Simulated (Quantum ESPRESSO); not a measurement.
The N K edge of atom 1 in BN (P6_3/mmc), with 3 B at 1.44 Å (trigonal planar, site symmetry -6m2), was computed in 2 ways: full core hole (charged cell) and no core hole. Program and functional: Quantum ESPRESSO XSpectra, LDA, Lorentzian half width 0.3 eV up to 4 eV, rising linearly to 2.5 eV at 25 eV; cells of 4 and 16 atoms (the run without a hole in the smaller).

Each run is counted from its own lowest empty level or Fermi level and scaled to a mean of 1 over its first 20 eV. (XSpectra's own axis starts at xe0, in the gap; it has been shifted.)

```
E (eV)  run 1  run 2
 -2.00   0.03   0.04
 -1.25   0.04   0.07
 -0.50   0.06   0.15
  0.25   0.15   0.66
  1.00   0.43   0.70
  1.75   0.60   0.95
  2.50   0.71   0.58
  3.25   0.87   0.57
  4.00   0.83   0.74
  4.75   0.80   1.06
  5.50   0.73   1.47
  6.25   0.74   1.79
  7.00   0.90   1.88
  7.75   1.14   1.69
  8.50   1.30   1.45
  9.25   1.23   1.22
 10.00   1.05   1.02
 10.75   0.97   0.95
 11.50   0.95   0.97
 12.25   0.99   1.00
 13.00   1.08   1.07
 13.75   1.19   1.13
 14.50   1.29   1.10
 15.25   1.41   0.97
 16.00   1.48   0.83
 16.75   1.45   0.72
 17.50   1.34   0.65
 18.25   1.20   0.61
 19.00   1.04   0.58
 19.75   0.91   0.54
 20.50   0.81   0.51
 21.25   0.74   0.48
 22.00   0.69   0.45
 22.75   0.66   0.42
 23.50   0.64   0.39
 24.25   0.62   0.38
 25.00   0.60   0.38
 25.75   0.58   0.38
 26.50   0.57   0.38
 27.25   0.55   0.38
 28.00   0.54   0.38
 28.75   0.53   0.39
 29.50   0.52   0.39
 30.25   0.51   0.39
 31.00   0.49   0.38
 31.75   0.48   0.38
```

The database entry behind the starting cell differs from later determinations by our own check (about 0.3 % short, minor phase), so it need not match the best structure at ambient conditions.

Q: Which run is which?

Run 1: no core hole (area from −2 to 6 eV 4.0, main maxima 3.2 eV (0.87), 8.6 eV (1.30) and 16.3 eV (1.48)). Run 2: full core hole (charged cell) (area from −2 to 6 eV 5.4, main maxima 0.5 eV (0.74), 1.7 eV (0.97), 6.8 eV (1.90) and 14.0 eV (1.14)). With each curve scaled to its own mean, the area from −2 to 6 eV with the hole is 5.4 against 4.0, and the centre of weight from −1 to 20 eV moves by -1.9 eV: the hole pulls the absorber's empty states down.

[Banner, clock and machine lines of the logs are left out without a mark of their own.]

[Logs are printed without paths, hosts, clocks, repeated set-up lines and the standing remarks that a program may print on its own settings, such as how far it seeks lower states.]

[Hosts, paths, dates, database ids (printed as entryN), source tags and the programs' standing remarks are cut or masked in the printed files.]

[Lists of maxima count a maximum above −3 eV only where it reaches 4 % of the highest in the window and stands out from its surroundings by 2 % of it (1.5 % where it reaches 55 %); shoulders and weaker maxima are passed over, and of the rest the first, up to two pre-edge ones and the few strongest are named.]
